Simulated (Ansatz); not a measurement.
The calculation used DFT PBE, scalar-relativistic, plane waves, PAW (Ansatz 0.2.0). Settings: cutoff 420 eV, Γ-centred meshes spaced at most about 0.3 Å⁻¹, and about 0.25 Å⁻¹ or finer for metals (2π included), Gaussian smearing. No spin polarisation.

Temperature and zero-point effects are left out.

Question: Which of these relaxed structures of Cd2S is the lowest in energy?
A.

```
Cd S
1.0
     5.20506    0.00000    0.00000
     0.00000    5.20506    0.00000
     0.00000    0.00000    3.91400
Cd S
2 1
Direct
  0.00000 0.50000 0.00000
  0.50000 0.00000 0.00000
  0.00000 0.00000 0.00000
```

B.

```
Cd S
1.0
    -3.42978    3.42978    3.76507
     3.42978   -3.42978    3.76507
     3.42978    3.42978   -3.76507
Cd S
4 2
Direct
  0.00000 0.30723 0.30723
  0.00000 0.69277 0.69277
  0.30723 0.00000 0.30723
  0.69277 0.00000 0.69277
  0.77063 0.77063 0.00000
  0.22937 0.22937 0.00000
```

C.

```
Cd S
1.0
     3.96134    0.00000    0.00000
    -1.98067    3.43062    0.00000
     0.00000    0.00000    5.80738
Cd S
2 1
Direct
  0.66667 0.33333 0.57713
  0.33333 0.66667 0.93376
  0.33333 0.66667 0.36627
```

D.

```
Cd S
1.0
     1.89324   -6.37707    0.00000
     1.89324    6.37707    0.00000
     0.00000    0.00000    5.62488
Cd S
4 2
Direct
  0.83942 0.16058 0.75000
  0.53299 0.46701 0.75000
  0.16058 0.83942 0.25000
  0.46701 0.53299 0.25000
  0.18274 0.81725 0.75000
  0.81725 0.18274 0.25000
```

Answer: D. The next of these, C, lies 31 meV/atom higher. Forms: D Cmcm; C P3m1; B I4/mmm; A P4/mmm. Counting S atoms around Cd (those within 1.25 times the shortest such distance or 1.15 times the sum of covalent radii; a slash parts the counts of unlike sites): D has Cd 2/4; C has Cd 1/3; B has Cd 2; A has Cd 2. Origin: A, B and D, invented; C, reached from a Materials Project cell. The lowest form computed isn't among them: it has space group P-4m2 (No. 115), 25.6 Å³/atom and lies 54 meV/atom below the best shown.

Weakly bound directions are ill-defined at this level, which has no dispersion term (I4/mmm, P4/mmm), and this can change margins and order among such cells. Cells relaxed within their symmetry can be saddle points. Some types were kept out of the candidates beforehand, so the set may lack a known form.
